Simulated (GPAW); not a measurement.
# WS2 (Tungstenite) (P6_3/mmc) in GPAW: relaxation of cell and atoms with r2SCAN+D4

Aim: the relaxation of cell and atoms of WS2 (Tungstenite) with r2SCAN+D4.

Program: GPAW 26.7.0. These are calculated values, not measurements. Logs are shortened: lines on timing, memory, paths and dates and some standing lists are left out, and cuts for length are marked. The log counts tension as positive stress, the text compression.

### 1 Starting point

It takes space group P6_3/mmc (No. 194, hexagonal). The conventional cell has a = 3.180 Å, b = 3.180 Å, c = 12.500 Å, α = 90.00°, β = 90.00°, γ = 120.00°. Around W (site symmetry -6m2) lie 6 S at 2.41 Å. Around S (site symmetry 3m) lie 3 W at 2.41 Å.

### 2 Relaxation of cell and atoms, r2SCAN+D4

Contents of run.py:

```python
from ase.calculators.mixing import SumCalculator
from ase.filters import FrechetCellFilter
from ase.io import read, write
from ase.optimize import BFGS
from dftd4.ase import DFTD4
from gpaw import GPAW, PW

atoms = read('WS2.cif')

calc = GPAW(mode=PW(600),
            xc='MGGA_X_R2SCAN+MGGA_C_R2SCAN',
            kpts={'size': (6, 6, 2), 'gamma': True},
            occupations={'name': 'fermi-dirac', 'width': 0.05},
            nbands=46,
            convergence={'density': 1e-05, 'energy': 1e-05},
            maxiter=150,
            txt='gpaw.txt')
atoms.calc = SumCalculator([calc, DFTD4(method='r2scan')])
opt = BFGS(FrechetCellFilter(atoms), trajectory='relax.traj', logfile='-')
done = opt.run(fmax=0.01, steps=60)
calc.write('gs.gpw')
write('result.traj', atoms)
print('Converged:', done)
print('Cell:', atoms.cell.cellpar().round(4))
print('Volume:', round(atoms.get_volume(), 4))
print(atoms.get_scaled_positions().round(5))
```

Contents of WS2.cif:

```cif
data_WS2
_cell_length_a 3.18000000
_cell_length_b 3.18000000
_cell_length_c 12.50000000
_cell_angle_alpha 90.00000000
_cell_angle_beta 90.00000000
_cell_angle_gamma 120.00000000
_space_group_name_H-M_alt 'P1'
_space_group_name_Hall 'P 1'
_space_group_IT_number 1
loop_
_space_group_symop_operation_xyz
'x,y,z'
loop_
_atom_site_label
_atom_site_type_symbol
_atom_site_symmetry_multiplicity
_atom_site_Wyckoff_symbol
_atom_site_fract_x
_atom_site_fract_y
_atom_site_fract_z
_atom_site_occupancy
W1 W 1 a 0.6666666667 0.3333333333 0.7500000000 1
W2 W 1 a 0.3333333333 0.6666666667 0.2500000000 1
S1 S 1 a 0.6666666667 0.3333333333 0.3750000000 1
S2 S 1 a 0.3333333333 0.6666666667 0.8750000000 1
S3 S 1 a 0.6666666667 0.3333333333 0.1250000000 1
S4 S 1 a 0.3333333333 0.6666666667 0.6250000000 1
```

Potentials or basis: GPAW PAW data sets (gpaw-data 1.2.1), pw.

Run with:

```console
OMP_NUM_THREADS=1 python run.py
```

gpaw.txt:

```text
__  _  _
 | _ |_)|_||  |
 |__||  | ||/\| - 26.7.0

Input parameters:
  mode=PW(ecut=600.0),
  convergence={'density': 1e-05, 'energy': 1e-05},
  kpts=MonkhorstPack(size=(6, 6, 2), gamma=True),
  maxiter=150,
  nbands=46,
  occupations=Occupations(name='fermi-dirac', width=0.05),
  xc=XC(name='MGGA_X_R2SCAN+MGGA_C_R2SCAN')

Diagonalizing LCAO Hamiltonian
Converting LCAO to pw mode

        S

           W
        S

           S
        W

           S

Atoms  # Å, Bohr magnetons
|   | symbol |         x |        y |         z |    initial magnetic moments |
|---|--------|-----------|----------|-----------|-----------------------------|
| 0 |      W |  1.590000 | 0.917987 |  9.375000 | ( 0.0000,  0.0000,  0.0000) |
| 1 |      W | -0.000000 | 1.835974 |  3.125000 | ( 0.0000,  0.0000,  0.0000) |
| 2 |      S |  1.590000 | 0.917987 |  4.687500 | ( 0.0000,  0.0000,  0.0000) |
| 3 |      S | -0.000000 | 1.835974 | 10.937500 | ( 0.0000,  0.0000,  0.0000) |
| 4 |      S |  1.590000 | 0.917987 |  1.562500 | ( 0.0000,  0.0000,  0.0000) |
| 5 |      S | -0.000000 | 1.835974 |  7.812500 | ( 0.0000,  0.0000,  0.0000) |

Unit cell  # Å
| periodic |         x |        y |         z |   lengths |     angles |
|----------|-----------|----------|-----------|-----------|------------|
|      yes |  3.180000 | 0.000000 |  0.000000 |  3.180000 |  90.000000 |
|      yes | -1.590000 | 2.753961 |  0.000000 |  3.180000 |  90.000000 |
|      yes |  0.000000 | 0.000000 | 12.500000 | 12.500000 | 120.000000 |

Number of symmetries: 12
Symmetry operations  # r_c * U_cc + t_c -> r_c
|    | kind |            matrix            |
|----|------|------------------------------|
|  0 |  σ   |  1, 1, 0,  0,-1, 0,  0, 0, 1 |
|  1 |  S6  |  1, 1, 0, -1, 0, 0,  0, 0,-1 |
|  2 |  E   |  1, 0, 0,  0, 1, 0,  0, 0, 1 |
|  3 |  C2  |  1, 0, 0, -1,-1, 0,  0, 0,-1 |
|  4 |  C2  |  0, 1, 0,  1, 0, 0,  0, 0,-1 |
|  5 |  C3  |  0, 1, 0, -1,-1, 0,  0, 0, 1 |
|  6 |  S6  |  0,-1, 0,  1, 1, 0,  0, 0,-1 |
|  7 |  σ   |  0,-1, 0, -1, 0, 0,  0, 0, 1 |
|  8 |  σ   | -1, 0, 0,  1, 1, 0,  0, 0, 1 |
|  9 |  i   | -1, 0, 0,  0,-1, 0,  0, 0,-1 |
| 10 |  C3  | -1,-1, 0,  1, 0, 0,  0, 0, 1 |
| 11 |  C2  | -1,-1, 0,  0, 1, 0,  0, 0,-1 |

BZ-sampling:
  Number of BZ points: 72
  Number of IBZ points: 14

  Monkhorst-Pack size: [6, 6, 2]
  Monkhorst-Pack shift: [0.08333333333333333, 0.08333333333333333, 0.25]

K-points  # in reciprocal-cell coordinates
|     |                                coordinates |     weight |
|-----|--------------------------------------------|------------|
|   0 | (  0.00000000,   0.00000000,   0.00000000) | 0.01388889 |
|   1 | (  0.00000000,   0.00000000,   0.50000000) | 0.01388889 |
|   2 | (  0.16666667,   0.00000000,   0.00000000) | 0.08333333 |
|   3 | (  0.16666667,   0.00000000,   0.50000000) | 0.08333333 |
|   4 | (  0.33333333,  -0.16666667,   0.00000000) | 0.08333333 |
|   5 | (  0.33333333,  -0.16666667,   0.50000000) | 0.08333333 |
|   6 | (  0.33333333,   0.00000000,   0.00000000) | 0.08333333 |
|   7 | (  0.33333333,   0.00000000,   0.50000000) | 0.08333333 |
|   8 | (  0.33333333,   0.33333333,   0.00000000) | 0.02777778 |
|   9 | (  0.33333333,   0.33333333,   0.50000000) | 0.02777778 |
| ... |                                            |            |
|  13 | (  0.50000000,   0.50000000,   0.50000000) | 0.04166667 |

Plane wave coefficients: 3673
Cutoff: 600.0 eV

Spin-components: 1 (collinear spins)
Bands:           46
Projectors:      32
Spin-degeneracy: 2
Datatype:        complex128
[... 159 lines left out ...]
Gap: 1.161 eV
Transition (v -> c):
  (s=0, k=0, n=25, [0.00, 0.00, 0.00]) -> (s=0, k=4, n=26, [0.33, -0.17, 0.00])
Direct/indirect transitions are different
Direct gap: 1.865 eV
Transition at: (s=0, k=8, n=25, [0.33, 0.33, 0.00])

Stress tensor  # eV/Ang^3
|         x |         y |         z |
|-----------|-----------|-----------|
| -0.001298 |  0.000000 |  0.000000 |
|  0.000000 | -0.001298 | -0.000000 |
|  0.000000 | -0.000000 | -0.002500 |

Forces  # eV/Ang
|        x |        y |        z |
|----------|----------|----------|
|  0.00000 |  0.00000 |  0.00004 |  # W    0
| -0.00000 |  0.00000 | -0.00004 |  # W    1
| -0.00000 | -0.00000 | -0.11214 |  # S    2
|  0.00000 |  0.00000 | -0.11211 |  # S    3
| -0.00000 |  0.00000 |  0.11211 |  # S    4
|  0.00000 |  0.00000 |  0.11214 |  # S    5

Diagonalizing LCAO Hamiltonian
Converting LCAO to pw mode

        S

           W
        S

           S
        W

           S

Atoms  # Å, Bohr magnetons
|   | symbol |        x |        y |         z |    initial magnetic moments |
|---|--------|----------|----------|-----------|-----------------------------|
| 0 |      W | 1.589566 | 0.917736 |  9.372830 | ( 0.0000,  0.0000,  0.0000) |
| 1 |      W | 0.000000 | 1.835473 |  3.124276 | ( 0.0000,  0.0000,  0.0000) |
| 2 |      S | 1.589566 | 0.917736 |  4.684919 | ( 0.0000,  0.0000,  0.0000) |
| 3 |      S | 0.000000 | 1.835473 | 10.933473 | ( 0.0000,  0.0000,  0.0000) |
| 4 |      S | 1.589566 | 0.917736 |  1.563634 | ( 0.0000,  0.0000,  0.0000) |
| 5 |      S | 0.000000 | 1.835473 |  7.812187 | ( 0.0000,  0.0000,  0.0000) |

Unit cell  # Å
| periodic |         x |        y |         z |   lengths |     angles |
|----------|-----------|----------|-----------|-----------|------------|
|      yes |  3.179132 | 0.000000 | -0.000000 |  3.179132 |  90.000000 |
|      yes | -1.589566 | 2.753209 |  0.000000 |  3.179132 |  90.000000 |
|      yes | -0.000000 | 0.000000 | 12.497106 | 12.497106 | 119.999999 |

Number of symmetries: 4
Symmetry operations  # r_c * U_cc + t_c -> r_c
|   | kind |            matrix            |
|---|------|------------------------------|
| 0 |  E   |  1, 0, 0,  0, 1, 0,  0, 0, 1 |
| 1 |  C2  |  0, 1, 0,  1, 0, 0,  0, 0,-1 |
| 2 |  σ   |  0,-1, 0, -1, 0, 0,  0, 0, 1 |
| 3 |  i   | -1, 0, 0,  0,-1, 0,  0, 0,-1 |
[... 219 lines left out ...]
           W
        S

           S
        W

           S

Atoms  # Å, Bohr magnetons
|   | symbol |        x |        y |         z |    initial magnetic moments |
|---|--------|----------|----------|-----------|-----------------------------|
| 0 |      W | 1.588600 | 0.917182 |  9.369484 | ( 0.0000,  0.0000,  0.0000) |
| 1 |      W | 0.000002 | 1.834359 |  3.123160 | ( 0.0000,  0.0000,  0.0000) |
| 2 |      S | 1.588601 | 0.917181 |  4.680777 | ( 0.0000,  0.0000,  0.0000) |
| 3 |      S | 0.000001 | 1.834360 | 10.927100 | ( 0.0000,  0.0000,  0.0000) |
| 4 |      S | 1.588601 | 0.917181 |  1.565543 | ( 0.0000,  0.0000,  0.0000) |
| 5 |      S | 0.000001 | 1.834360 |  7.811866 | ( 0.0000,  0.0000,  0.0000) |

Unit cell  # Å
| periodic |         x |         y |         z |   lengths |     angles |
|----------|-----------|-----------|-----------|-----------|------------|
|      yes |  3.177204 |  0.000001 |  0.000000 |  3.177204 |  90.000000 |
|      yes | -1.588602 |  2.751540 | -0.000000 |  3.177204 |  90.000000 |
|      yes |  0.000000 | -0.000000 | 12.492643 | 12.492643 | 119.999977 |

Number of symmetries: 4
Symmetry operations  # r_c * U_cc + t_c -> r_c
|   | kind |            matrix            |
|---|------|------------------------------|
| 0 |  E   |  1, 0, 0,  0, 1, 0,  0, 0, 1 |
| 1 |  C2  |  0, 1, 0,  1, 0, 0,  0, 0,-1 |
| 2 |  σ   |  0,-1, 0, -1, 0, 0,  0, 0, 1 |
| 3 |  i   | -1, 0, 0,  0,-1, 0,  0, 0,-1 |

BZ-sampling:
  Number of BZ points: 72
  Number of IBZ points: 26

  Monkhorst-Pack size: [6, 6, 2]
  Monkhorst-Pack shift: [0.08333333333333333, 0.08333333333333333, 0.25]

K-points  # in reciprocal-cell coordinates
|     |                                coordinates |     weight |
|-----|--------------------------------------------|------------|
|   0 | (  0.00000000,   0.00000000,   0.00000000) | 0.01388889 |
|   1 | (  0.00000000,   0.00000000,   0.50000000) | 0.01388889 |
|   2 | (  0.16666667,  -0.16666667,   0.00000000) | 0.02777778 |
|   3 | (  0.16666667,  -0.16666667,   0.50000000) | 0.02777778 |
|   4 | (  0.16666667,   0.00000000,   0.00000000) | 0.05555556 |
|   5 | (  0.16666667,   0.00000000,   0.50000000) | 0.05555556 |
|   6 | (  0.16666667,   0.16666667,   0.00000000) | 0.02777778 |
|   7 | (  0.16666667,   0.16666667,   0.50000000) | 0.02777778 |
|   8 | (  0.33333333,  -0.33333333,   0.00000000) | 0.02777778 |
|   9 | (  0.33333333,  -0.33333333,   0.50000000) | 0.02777778 |
| ... |                                            |            |
|  25 | (  0.50000000,   0.50000000,   0.50000000) | 0.01388889 |
[... 197 lines left out ...]
           W
        S

           S
        W

           S

Atoms  # Å, Bohr magnetons
|   | symbol |        x |        y |         z |    initial magnetic moments |
|---|--------|----------|----------|-----------|-----------------------------|
| 0 |      W | 1.588352 | 0.917038 |  9.369761 | ( 0.0000,  0.0000,  0.0000) |
| 1 |      W | 0.000002 | 1.834073 |  3.123253 | ( 0.0000,  0.0000,  0.0000) |
| 2 |      S | 1.588353 | 0.917038 |  4.680932 | ( 0.0000,  0.0000,  0.0000) |
| 3 |      S | 0.000001 | 1.834073 | 10.927440 | ( 0.0000,  0.0000,  0.0000) |
| 4 |      S | 1.588353 | 0.917038 |  1.565573 | ( 0.0000,  0.0000,  0.0000) |
| 5 |      S | 0.000001 | 1.834073 |  7.812082 | ( 0.0000,  0.0000,  0.0000) |

Unit cell  # Å
| periodic |         x |         y |         z |   lengths |     angles |
|----------|-----------|-----------|-----------|-----------|------------|
|      yes |  3.176708 |  0.000001 |  0.000000 |  3.176708 |  90.000000 |
|      yes | -1.588353 |  2.751110 | -0.000000 |  3.176708 |  90.000000 |
|      yes |  0.000000 | -0.000000 | 12.493014 | 12.493014 | 119.999970 |

Number of symmetries: 4
Symmetry operations  # r_c * U_cc + t_c -> r_c
|   | kind |            matrix            |
|---|------|------------------------------|
| 0 |  E   |  1, 0, 0,  0, 1, 0,  0, 0, 1 |
| 1 |  C2  |  0, 1, 0,  1, 0, 0,  0, 0,-1 |
| 2 |  σ   |  0,-1, 0, -1, 0, 0,  0, 0, 1 |
| 3 |  i   | -1, 0, 0,  0,-1, 0,  0, 0,-1 |

BZ-sampling:
  Number of BZ points: 72
  Number of IBZ points: 26

  Monkhorst-Pack size: [6, 6, 2]
  Monkhorst-Pack shift: [0.08333333333333333, 0.08333333333333333, 0.25]

K-points  # in reciprocal-cell coordinates
|     |                                coordinates |     weight |
|-----|--------------------------------------------|------------|
|   0 | (  0.00000000,   0.00000000,   0.00000000) | 0.01388889 |
|   1 | (  0.00000000,   0.00000000,   0.50000000) | 0.01388889 |
|   2 | (  0.16666667,  -0.16666667,   0.00000000) | 0.02777778 |
|   3 | (  0.16666667,  -0.16666667,   0.50000000) | 0.02777778 |
|   4 | (  0.16666667,   0.00000000,   0.00000000) | 0.05555556 |
|   5 | (  0.16666667,   0.00000000,   0.50000000) | 0.05555556 |
|   6 | (  0.16666667,   0.16666667,   0.00000000) | 0.02777778 |
|   7 | (  0.16666667,   0.16666667,   0.50000000) | 0.02777778 |
|   8 | (  0.33333333,  -0.33333333,   0.00000000) | 0.02777778 |
|   9 | (  0.33333333,  -0.33333333,   0.50000000) | 0.02777778 |
| ... |                                            |            |
|  25 | (  0.50000000,   0.50000000,   0.50000000) | 0.01388889 |
[... 927 lines left out ...]
Gap: 1.167 eV
Transition (v -> c):
  (s=0, k=0, n=25, [0.00, 0.00, 0.00]) -> (s=0, k=10, n=26, [0.33, -0.17, 0.00])
Direct/indirect transitions are different
Direct gap: 1.884 eV
Transition at: (s=0, k=16, n=25, [0.33, 0.33, 0.00])

Stress tensor  # eV/Ang^3
|         x |         y |         z |
|-----------|-----------|-----------|
| -0.007676 | -0.000000 | -0.000000 |
| -0.000000 | -0.007677 |  0.000000 |
| -0.000000 |  0.000000 | -0.008268 |

Forces  # eV/Ang
|        x |        y |        z |
|----------|----------|----------|
| -0.00001 |  0.00001 | -0.00030 |  # W    0
|  0.00001 | -0.00001 |  0.00030 |  # W    1
|  0.00000 | -0.00000 | -0.00920 |  # S    2
|  0.00000 | -0.00000 | -0.01003 |  # S    3
| -0.00000 |  0.00000 |  0.01003 |  # S    4
| -0.00000 |  0.00000 |  0.00920 |  # S    5

# Writing to gs.gpw (mode='')
```

Wall time 32 min (1 thread of Arm Neoverse V1, shared host); peak memory 1.2 GiB.

What came out:

| Property | Result |
| --- | --- |
| Free energy | -88.4857 eV |
| Relaxed volume | 18.16 Å³/atom |
| Relaxed cell | a = 3.173 Å, b = 3.173 Å, c = 12.500 Å, α = 90.00°, β = 90.00°, γ = 120.00° |
| Space group after relaxing (to 0.05 Å) | P6_3/mmc (No. 194) |
| Energy gained by relaxing | 0.3 meV/atom |
| Ionic steps | 7 |
| Pressure after relaxing | 0.0 GPa |
| Band gap on the k mesh | 1.17 eV, indirect (least direct gap 1.88 eV) |
| Dispersion energy per atom | -0.155 eV |

Forces on the atoms (eV/Å):
```
W    0.000  0.000  0.000
W    0.000  0.000  0.000
S    0.000  0.000 -0.002
S    0.000  0.000 -0.003
S    0.000  0.000  0.003
S    0.000  0.000  0.002
```

Step by step:
```
step  energy change (eV)  largest force (eV/Å)  pressure (GPa)  volume (Å³)
   1              0.0000                0.1047           -0.96       109.47
   2             -0.0009                0.0599           -0.68       109.38
   3             -0.0015                0.0173           -0.16       109.21
   4             -0.0015                0.0197           -0.12       109.18
   5             -0.0018                0.0099            0.08       108.97
   6             -0.0018                0.0007            0.04       108.97
   7             -0.0018                0.0025            0.02       108.98
```

Final structure:
```
W S
1.0
     3.17283    0.00000    0.00000
    -1.58641    2.74775    0.00000
     0.00000    0.00000   12.49995
W S
2 4
Direct
  0.66667 0.33333 0.75000
  0.33333 0.66667 0.25000
  0.66667 0.33333 0.37480
  0.33333 0.66667 0.87480
  0.66667 0.33333 0.12520
  0.33333 0.66667 0.62520
```

Caveat: the k mesh is coarse; later steps reuse the first step's grids; the PAW data sets were made with another functional, which shifts forces and pressure a little; spin-orbit coupling is left out, which moves the levels of the heavy elements. A k mesh can miss the band edges.
